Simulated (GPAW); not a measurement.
A run of GPAW 26.7.0 is set up as follows.

File run.py:

```python
from ase import Atoms
from ase.filters import FrechetCellFilter
from ase.io import write
from ase.optimize import BFGS
from gpaw import GPAW, PW, setup_paths

setup_paths.insert(0, '.')

atoms = Atoms(['S', 'Mg'],
              cell=[[0.0, 2.60165, 2.60165],
                    [2.60165, 0.0, 2.60165],
                    [2.60165, 2.60165, 0.0]],
              scaled_positions=[[0.5, 0.5, 0.5],
                                [0.0, 0.0, 0.0]],
              pbc=True)

calc = GPAW(mode=PW(800),
            xc='PBEsol',
            kpts={'size': (9, 9, 9), 'gamma': True},
            occupations={'name': 'fermi-dirac', 'width': 0.05},
            nbands=16,
            convergence={'density': 1e-05, 'forces': 0.0001},
            maxiter=150,
            txt='gpaw.txt')
atoms.calc = calc
opt = BFGS(FrechetCellFilter(atoms), trajectory='relax.traj', logfile='-')
done = opt.run(fmax=0.02, steps=60)
calc.write('gs.gpw')
write('result.traj', atoms)
print('Converged:', done)
print('Cell:', atoms.cell.cellpar().round(4))
print('Volume:', round(atoms.get_volume(), 4))
print(atoms.get_scaled_positions().round(5))
```

Potentials or basis: PAW data sets generated in the run's folder for this functional, pw.

Run with:

```bash
$ gpaw-setup -f PBEsol Mg S
$ OMP_NUM_THREADS=1 python run.py
```

(1) What does it give for the space group after relaxing (to 0.05 Å)?

(2) What does it give for the relaxed cell?

(3) Estimate the band gap on the k mesh.

(4) Predict the relaxed volume.

## Answers

(1) Fm-3m (No. 225).

(2) a = 3.665 Å, b = 3.665 Å, c = 3.665 Å, α = 60.00°, β = 60.00°, γ = 60.00°.

(3) 2.87 eV, indirect (least direct gap 3.69 eV).

(4) 17.40 Å³/atom.

Caveat: later steps reuse the first step's grids; an odd mesh through Γ misses points on the zone boundary, where band edges often lie.
